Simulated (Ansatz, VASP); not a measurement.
**One calculation of CaS, two programs**

```
Ca S
1.0
     0.00000    2.78204    2.78204
     2.78204    0.00000    2.78204
     2.78204    2.78204    0.00000
Ca S
1 1
Direct
  0.00000 0.00000 0.00000
  0.50000 0.50000 0.50000
```

Alike in both runs: task single point; functional LDA; k mesh 8 × 8 × 8; occupations gaussian, width 0.02 eV; no spin polarisation.

```csv
,VASP,Ansatz
version,VASP 6.6.1,Ansatz 0.2.0
potentials or method,"VASP PAW LDA potentials, release 64 (Ca_sv, S)","scalar-relativistic, plane waves, PAW"
plane-wave cutoff (eV),520,420
valence electrons in the cell,16,16
```

```csv
,VASP,Ansatz,Ansatz less VASP
gap on the k mesh at the Fermi level (eV),1.96,1.97,+0.012
least direct gap on the mesh (eV),2.83,2.84,+0.012
pressure (GPa),0.3,0.0,-0.27
```

A k mesh can miss the band edges. As with any semilocal functional, this LDA gap is likely too small.
